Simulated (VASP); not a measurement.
# A slab model of blue phosphorene monolayer, part 2 of 3

Aim: model blue phosphorene monolayer by a slab and find how far its highest filled level lies below the vacuum.

VASP 6.6.1, plane waves and PAW; the level of theory is named at each step.

So far. Step 2 (Surface relaxation): The run ended after 3 ionic steps, 0.000 eV below its first step, once forces and stress met EDIFFG = -0.02.

### 3. Potential and states of the slab

Level of this step: PBE; plane waves and PAW (P) (VASP).

A static run writes the electrostatic potential without exchange and correlation (LVHAR), which is flat in the vacuum and gives the level to count from. The dipole correction cancels the field that unlike faces would set up across the vacuum.

The input, INCAR:

```
SYSTEM = P
PREC = Normal
ENCUT = 340
EDIFF = 1E-06
NELM = 120
ISMEAR = -1
SIGMA = 0.05
LREAL = .FALSE.
ALGO = Fast
GGA = PE
NBANDS = 17
LORBIT = 11
LWAVE = .FALSE.
LCHARG = .TRUE.
LASPH = .TRUE.
IDIPOL = 3
LDIPOL = .TRUE.
DIPOL = 0.5 0.5 0.5
LVHAR = .TRUE.
LVACPOTAV = .TRUE.
LELF = .TRUE.
NEDOS = 1500
```

The input, POSCAR:

```
P
1.0
    3.2777904237      0.0000000000      0.0000000000
   -1.6388952118      2.8386497752      0.0000000000
    0.0000000000      0.0000000000     19.2400000000
P
2
Direct
    0.6666666667      0.3333333333      0.4678546875
    0.3333333333      0.6666666667      0.5321453125
```

The input, KPOINTS:

```
Automatic mesh
0
Gamma
12 12 1
0 0 0
```

The projector-augmented-wave data sets are P (PBE family, release 64).

On the command line:

```console
$ mpirun -np 2 vasp_std
```

The log of the run:

```text
[banner, memory and clock lines left out]
running    2 mpi-ranks, on    1 nodes
 distrk:  each k-point on    2 cores,    1 groups
 distr:  one band on    1 cores,    2 groups

 POSCAR found type information on POSCAR P
 POSCAR found :  1 types and       2 ions
 LDA part: xc-table for (Slater+PW92), standard interpolation
|                                                                             |
|           W    W    AA    RRRRR   N    N  II  N    N   GGGG   !!!           |
|           W    W   A  A   R    R  NN   N  II  NN   N  G    G  !!!           |
|           W    W  A    A  R    R  N N  N  II  N N  N  G       !!!           |
|           W WW W  AAAAAA  RRRRR   N  N N  II  N  N N  G  GGG   !            |
|           WW  WW  A    A  R   R   N   NN  II  N   NN  G    G                |
|           W    W  A    A  R    R  N    N  II  N    N   GGGG   !!!           |
|                                                                             |
|     The number of bands has been changed from the values supplied in        |
|     The orbitals not found in the WAVECAR file will be initialized with     |
|     random numbers, which is usually adequate. For correlated               |
|     calculations, however, you should redo the groundstate calculation.     |
|     I found NBANDS = 17. Now, NBANDS = 18.                                  |
|                                                                             |

 POSCAR, INCAR and KPOINTS ok, starting setup
 FFT: planning ... GRIDC
 FFT: planning ... GRID_SOFT
 FFT: planning ... GRID
 WAVECAR not read
 entering main loop
       N       E                     dE             d eps       ncg     rms          rms(c)
DAV:   1     0.395995266267E+02    0.39600E+02   -0.24052E+03   692   0.270E+02
DAV:   2    -0.715415290021E+01   -0.46754E+02   -0.42068E+02   978   0.721E+01
DAV:   3    -0.107594034672E+02   -0.36053E+01   -0.35822E+01   880   0.214E+01
DAV:   4    -0.108251910850E+02   -0.65788E-01   -0.65766E-01   898   0.354E+00
DAV:   5    -0.108270495249E+02   -0.18584E-02   -0.18584E-02   948   0.514E-01    0.704E+00
RMM:   6    -0.107594937648E+02    0.67556E-01   -0.22352E-02   751   0.536E-01    0.421E+00
RMM:   7    -0.107306299313E+02    0.28864E-01   -0.52245E-02   917   0.850E-01    0.179E-01
RMM:   8    -0.107306911099E+02   -0.61179E-04   -0.37921E-03   848   0.287E-01    0.547E-02
RMM:   9    -0.107307940050E+02   -0.10290E-03   -0.81524E-04   980   0.127E-01    0.758E-02
RMM:  10    -0.107307814141E+02    0.12591E-04   -0.11152E-04   895   0.502E-02    0.157E-01
RMM:  11    -0.107308629630E+02   -0.81549E-04   -0.13043E-04   979   0.398E-02    0.301E-02
RMM:  12    -0.107308841995E+02   -0.21236E-04   -0.18108E-05   921   0.173E-02    0.210E-02
RMM:  13    -0.107309625744E+02   -0.78375E-04   -0.72612E-06  1028   0.100E-02    0.521E-03
RMM:  14    -0.107309802432E+02   -0.17669E-04   -0.25206E-06   980   0.571E-03    0.505E-03
RMM:  16    -0.107310019344E+02   -0.18895E-05   -0.15534E-07   889   0.171E-03    0.202E-03
RMM:  17    -0.107310064916E+02   -0.45572E-05   -0.19634E-07   918   0.136E-03    0.471E-04
RMM:  18    -0.107310066140E+02   -0.12242E-06   -0.10285E-08   807   0.618E-04
|                                                                             |
|           W    W    AA    RRRRR   N    N  II  N    N   GGGG   !!!           |
|           W    W   A  A   R    R  NN   N  II  NN   N  G    G  !!!           |
|           W    W  A    A  R    R  N N  N  II  N N  N  G       !!!           |
|           W WW W  AAAAAA  RRRRR   N  N N  II  N  N N  G  GGG   !            |
|           WW  WW  A    A  R   R   N   NN  II  N   NN  G    G                |
|           W    W  A    A  R    R  N    N  II  N    N   GGGG   !!!           |
|                                                                             |
|     Did not find any points to average over, which means that no vacuum     |
|     field-free region was found. Please increase the size of  your cell     |
|     in the dimension of the dipole correction to obtain accurate            |
|     workfunction values.                                                    |
|                                                                             |

   1 F= -.10731007E+02 E0= -.10731007E+02  d E =-.118272E-08
```

The job ended after 11 s (2 MPI ranks of AMD EPYC 7R43, shared host; peak memory 0.19 GiB).

Parts of OUTCAR (step 3):

```text
  LATTYP: Found a hexagonal cell.
 ALAT       =     3.2777904237
 C/A-ratio  =     5.8698078623

The static configuration has the point symmetry D_3d.

 Found     19 irreducible k-points:

   k-points           NKPTS =     19   k-points in BZ     NKDIM =     19   number of bands    NBANDS=     18

   dimension x,y,z NGX =    16 NGY =   16 NGZ =   90
   dimension x,y,z NGXF=    32 NGYF=   32 NGZF=  180

   ENCUT  =  340.0 eV  24.99 Ry    5.00 a.u.   4.93  4.93 28.93*2*pi/ulx,y,z

   NELECT =      10.0000    total number of electrons

 E-fermi :  -2.7541

 k-point     1 :       0.0000    0.0000    0.0000
  band No.  band energies     occupation
      1     -17.8561      2.00000
      2     -10.1486      2.00000
      3      -4.1418      2.00000
      4      -3.8665      2.00000
      5      -3.8664      2.00000
      6       0.0784      0.00000
      7       0.1749      0.00000
      8       0.1749      0.00000
      9       1.6290      0.00000
     10       2.1174      0.00000
    ...

 k-point     2 :       0.0833   -0.0000    0.0000
  band No.  band energies     occupation
      1     -17.7441      2.00000
      2     -10.0738      2.00000
      3      -4.7477      2.00000
      4      -4.1150      2.00000
      5      -4.0768      2.00000
      6      -0.1387      0.00000
      7       0.4932      0.00000
      8       0.9308      0.00000
      9       1.7735      0.00000
     10       2.2338      0.00000
    ...

  Total       -0.0115193     -0.0115193     -0.0202123     -0.0000000      0.0000000      0.0000000
  in kB       -0.1030956     -0.1030956     -0.1808954     -0.0000000      0.0000000      0.0000000
  external PRESSURE =      -0.1290288 kB  Pullay stress =       0.0000000 kB

  energy-cutoff  :      340.00
  volume of cell :      179.02
      direct lattice vectors                 reciprocal lattice vectors
     3.277790424  0.000000000  0.000000000     0.305083569  0.176140081  0.000000000
    -1.638895212  2.838649775  0.000000000     0.000000000  0.352280161  0.000000000
     0.000000000  0.000000000 19.240000000     0.000000000  0.000000000  0.051975052

 POSITION                                       TOTAL-FORCE (eV/Angst)
 -----------------------------------------------------------------------------------
      1.63890      0.94622      9.00152         0.000000      0.000000     -0.001719
     -0.00000      1.89243     10.23848        -0.000000      0.000000      0.001719
 -----------------------------------------------------------------------------------
    total drift:                                0.000000      0.000000     -0.000000

  FREE ENERGIE OF THE ION-ELECTRON SYSTEM (eV)
  ---------------------------------------------------
  free  energy   TOTEN  =       -10.7310066140 eV

  energy  without entropy=      -10.7310066129  energy(sigma->0) =      -10.73100661

 vacuum level on the upper side and lower side of the slab         2.420         2.420

 total charge
# of ion       s       p       d       tot
------------------------------------------
    1        1.096   1.357   0.000   2.453
    2        1.096   1.357   0.000   2.453
--------------------------------------------------
tot          2.192   2.714   0.000   4.905

[... 3 parts as in an earlier step ...]

[... 6 further parts left out ...]
```

Numbers from this step:

| Property | Result |
| --- | --- |
| electronic cycles | 18 |
| Fermi energy | -2.754 eV |
| vacuum levels | 2.42, 2.42 eV |
| ionisation potentials of the upper and lower face | 6.168, 6.168 eV |
| electron affinities of the upper and lower face | 4.208, 4.208 eV |
| least direct gap on the k-mesh | 2.225 eV |

The density of states has structure finer than the step of the table below, so its rows give means over 0.5 eV, whole bins alone (the curve runs from -12.0 to 9.92 eV). Peaks (eV: height): total -0.10: 2.72, 4.18: 2.89, 5.07: 3.35, 7.25: 4.07, 8.06: 2.89, 8.87: 3.40, 9.84: 5.50; P s -11.89: 0.423, -11.16: 0.609, -10.44: 0.392, -8.90: 0.602, -8.26: 0.503, -7.12: 0.432, -6.16: 0.803; P p -3.41: 0.910, -2.60: 0.964, -0.91: 0.817, -0.10: 1.12, 4.18: 0.942, 4.99: 1.16, 5.40: 0.769.

Means over bins of 0.081 eV. Table of density of states by energy, zero at the valence-band top; means over each step; values in states/eV/cell:

```
energy (eV)    total      P s      P p
      -11.5    0.418    0.200   0.0307
      -11.0    0.722    0.351   0.0529
      -10.5    0.464    0.225   0.0381
      -10.0   0.0279   0.0135  0.00248
       -9.5   0.0998   0.0479  0.00966
       -9.0    0.699    0.297   0.0913
       -8.5    0.502    0.208   0.0696
       -8.0    0.433    0.193   0.0550
       -7.5    0.345    0.153   0.0445
       -7.0    0.438    0.210   0.0495
       -6.5    0.718    0.341   0.0601
       -6.0    0.807    0.375   0.0575
       -5.5   0.0499   3.8e-4   0.0184
       -5.0    0.337  0.00610    0.126
       -4.5    0.282   0.0109    0.105
       -4.0     1.61   0.0916    0.568
       -3.5     1.38    0.117    0.486
       -3.0    0.781   0.0642    0.276
       -2.5     1.59   0.0720    0.659
       -2.0    0.778   0.0221    0.356
       -1.5    0.898   0.0449    0.380
       -1.0     1.44   0.0959    0.599
       -0.5     1.24   0.0681    0.513
        0.0     1.60   0.0592    0.653
        0.5  0.00515   1.9e-4  0.00212
        1.0        0        0        0
        1.5  0.00598   5.9e-4  0.00126
        2.0    0.516   0.0457    0.114
        2.5     1.26   0.0783    0.349
        3.0     1.34   0.0629    0.418
        3.5     1.35   0.0491    0.429
        4.0     1.66   0.0619    0.519
        4.5     1.00   0.0688    0.358
        5.0     2.47   0.0715    0.853
        5.5     1.79   0.0736    0.559
        6.0     1.56   0.0617    0.309
        6.5     1.55   0.0179    0.115
        7.0     2.23   0.0207    0.153
        7.5     2.46   0.0191    0.206
        8.0     2.32   0.0205   0.0938
        8.5     2.01   0.0131   0.0673
        9.0     2.75   0.0203    0.120
        9.5     3.96   0.0482    0.206
```

Zero at the Fermi level. The planar average of the electrostatic potential by height:

height (Å), planar average of the electrostatic potential (eV) and a bar from the least value:
```
        0        5.2 ##############################
        1        5.2 ##############################
        2        5.2 ##############################
        3        5.2 ##############################
        4        5.2 ##############################
        5        5.2 ##############################
        6        5.2 ##############################
        7        5.0 ##############################
        8        2.4 ##########################
        9      -14.5 
       10      -13.6 #
       11       -0.2 ######################
       12        4.9 ##############################
       13        5.2 ##############################
       14        5.2 ##############################
       15        5.2 ##############################
       16        5.2 ##############################
       17        5.2 ##############################
       18        5.2 ##############################
       19        5.2 ##############################
```

Valence density in the ca plane at fractional y = 0.333, with atoms of P within 0.2 Å of it. It is the smooth field of the valence electrons, not physical close to the nuclei.

Ten even steps from '0' (-0.05 e/Å³) to '9' (0.73 e/Å³), each cell a mean:
```
00000000000000000000013578864321000000000000
00000000000000000000125887974211000000000000
00000000000000000000126930674210000000000000
00000000000000000000126953774210000000000000
00000000000000000000113788974211000000000000
00000000000000000000012356665321100000000000
00000000000000000000001123455432100000000000
00000000000000000000001123455532100000000000
00000000000000000000011234555431100000000000
```
Columns run along c (16.0 Å, from fractional 0.00 to 0.83 of the cell), rows up along a (3.3 Å). Atoms in or near the plane, at fractional coordinates: P at (0.47, 0.67).

Electrostatic potential energy in the ca plane at fractional y = 0.333, with atoms of P within 0.2 Å of it. With pseudopotentials it is smooth inside the atoms' cores, unlike the true potential.

Ten even steps from '0' (-36 eV) to '9' (2 eV), each cell a mean:
```
99999999999999999999998743578899999999999999
99999999999999999999998200058999999999999999
99999999999999999999997000038999999999999999
99999999999999999999997100048999999999999999
99999999999999999999998511268899999999999999
99999999999999999999999876777889999999999999
99999999999999999999999988876789999999999999
99999999999999999999999998876789999999999999
99999999999999999999999888777789999999999999
```
Columns run along c (16.0 Å, from fractional 0.00 to 0.83 of the cell; values clipped at the 3rd and 97th percentile), rows up along a (3.3 Å). Atoms in or near the plane, at fractional coordinates: P at (0.47, 0.67).

ELF in the ca plane at fractional y = 0.333, with atoms of P within 0.2 Å of it. It is the smooth field of the valence electrons, not physical close to the nuclei.

Values, 5 rows by 16 columns, each cell a mean:
```
0.00 0.00 0.00 0.00 0.00 0.03 0.18 0.67 0.88 0.71 0.48 0.18 0.03 0.00 0.00 0.00
0.00 0.00 0.00 0.00 0.00 0.01 0.36 0.87 0.91 0.41 0.33 0.03 0.01 0.00 0.00 0.00
0.00 0.00 0.00 0.00 0.00 0.05 0.14 0.67 0.87 0.70 0.49 0.19 0.04 0.00 0.00 0.00
0.00 0.00 0.00 0.00 0.00 0.00 0.01 0.12 0.33 0.53 0.65 0.62 0.19 0.01 0.01 0.00
0.00 0.00 0.00 0.00 0.00 0.00 0.01 0.10 0.31 0.52 0.66 0.64 0.19 0.01 0.00 0.00
```
Columns run along c (16.0 Å, from fractional 0.00 to 0.83 of the cell), rows up along a (3.3 Å). Atoms in or near the plane, at fractional coordinates: P at (0.47, 0.67).

The vacuum level lies 6.17 eV above the highest filled level at the upper face; both faces agree, as the slab has next to no dipole.

The program found no field-free point at its default tolerance, but its printed level agrees with the flat part of the planar average.

[end of part 2 of 3]

[Lines on the potential files, build, host, timing and source positions are cut from VASP's logs without a mark.]

[Logs are printed without paths, hosts, clocks, repeated set-up lines and the standing remarks that a program may print on its own settings, such as how far it seeks lower states.]

[Hosts, paths, dates, database ids (printed as entryN), source tags and the programs' standing remarks are cut or masked in the printed files.]

[In band tables of VASP the shares of atoms and orbitals are scaled to a sum of 1 inside the atoms' spheres.]

[Runs that stopped without an error message from VASP are left out.]
